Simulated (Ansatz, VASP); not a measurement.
This is a calculation of KCl (Sylvite) for VASP 6.6.1.

Contents of INCAR:

```
SYSTEM = KCl
  PREC = Accurate
  ENCUT = 520
  EDIFF = 1E-7
  ISMEAR = -1
  SIGMA = 0.05
  LREAL = .FALSE.
  LASPH = .TRUE.
  NELM = 100
  ALGO = Normal
  ISIF = 2
  LWAVE = .FALSE.
  LCHARG = .FALSE.
  GGA = PE
  NBANDS = 15
```

The input KPOINTS:

```
Automatic mesh
0
G
  7 7 7
  0 0 0
```

The input POSCAR:

```
KCl
1.0
    0.0000000000      3.1673081569      3.1673081569
    3.1673081569      0.0000000000      3.1673081569
    3.1673081569      3.1673081569      0.0000000000
K Cl
1 1
Direct
    0.0000000000      0.0000000000      0.0000000000
    0.5000000000      0.5000000000      0.5000000000
```

Potentials or basis: VASP PAW PBE potentials, release 64 (K_sv, Cl).

Command:

```bash
$ cat potpaw_PBE.64/K_sv/POTCAR potpaw_PBE.64/Cl/POTCAR > POTCAR
$ mpirun -np 1 vasp_std > vasp.out
```

Problem. Set up the same calculation for Ansatz 0.2.0. Potentials there: Ansatz PAW.

Solution. As run (the cutoff follows the program's own potentials):

File input.yaml:

```yaml
crystal:
  lattice:
    - [0.0, 3.1673081569, 3.1673081569]
    - [3.1673081569, 0.0, 3.1673081569]
    - [3.1673081569, 3.1673081569, 0.0]
  atoms:
    - { symbol: K, position: [0.0, 0.0, 0.0] }
    - { symbol: Cl, position: [0.5, 0.5, 0.5] }
hamiltonian:
  xc: pbe
  pseudopotentials: { kind: paw }
kpoints:
  mp_grid: { grid: [7, 7, 7] }
scf:
  occupations: { method: fermi_dirac, width: 0.05 }
output:
  forces: true
  stress: true
  eigenvalues: true
```

Potentials or basis: Ansatz PAW.

Command:

```console
$ ansatz run input.yaml --threads 1 --pin off --max-ram 3584MiB --backend cpu --events-out ev --progress --plain --runs-dir out
```

Both were run:

|  | VASP | Ansatz | Ansatz less VASP |
| --- | --- | --- | --- |
| gap on the k mesh at the Fermi level (eV) | 5.12 | 5.12 | +0.002 |
| least direct gap on the mesh (eV) | 5.12 | 5.12 | +0.002 |
| pressure (GPa) | 0.4 | 0.4 | -0.02 |

Caveats: an odd mesh through Γ misses points on the zone boundary, where band edges often lie (VASP); odd divisions of the mesh miss points on the zone boundary, where band edges often lie, so the gap on the mesh can be too wide (Ansatz).
